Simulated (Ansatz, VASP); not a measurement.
# One calculation of Al, two programs

File INCAR:

```
  ALGO = Normal
  EDIFF = 1E-7
  ENCUT = 520
  GGA = PE
  ISIF = 2
  ISMEAR = 0
  LASPH = T
  LCHARG = F
  LREAL = F
  LWAVE = F
  NBANDS = 8
  NELM = 80
  PREC = Accurate
  SIGMA = 0.15
```

KPOINTS

```
k-points
0
Gamma
  22 22 22
```

Contents of POSCAR:

```
Al
1.0
   -1.6848552296      1.6848552296      1.4509973238
    1.6848552296     -1.6848552296      1.4509973238
    1.6848552296      1.6848552296     -1.4509973238
Al
1
Direct
    0.0000000000      0.0000000000      0.0000000000
```

Input for Ansatz:

```yaml
crystal:
  lattice:
    - [-1.6848552296, 1.6848552296, 1.4509973238]
    - [1.6848552296, -1.6848552296, 1.4509973238]
    - [1.6848552296, 1.6848552296, -1.4509973238]
  atoms:
    - { symbol: Al, position: [0.0, 0.0, 0.0] }
basis:
  ecutwfc: 420
kpoints:
  mp_grid: { grid: [22, 22, 22] }
hamiltonian:
  xc: pbe
scf:
  occupations: { method: gaussian, width: 0.15 }
output:
  forces: true
  stress: true
  eigenvalues: true
```

Alike in both runs: task single point; functional PBE; k mesh 22 × 22 × 22; occupations gaussian, width 0.15 eV; no spin polarisation.

```csv
,VASP,Ansatz
version,VASP 6.6.1,Ansatz 0.2.0
potentials or method,"VASP PAW PBE potentials, release 64 (Al)","scalar-relativistic, plane waves, PAW"
plane-wave cutoff (eV),520,420
valence electrons in the cell,3,3
```

```csv
,VASP,Ansatz,Ansatz less VASP
gap on the k mesh at the Fermi level (eV),none,none,-
pressure (GPa),2.0,2.0,+0.03
largest component of the traceless stress (GPa),1.16,1.15,-0.016
```

A gap of «none» marks a metal or a gap that the smearing closes. The functional is the same, so the differences come from potentials, cutoffs and numerics.
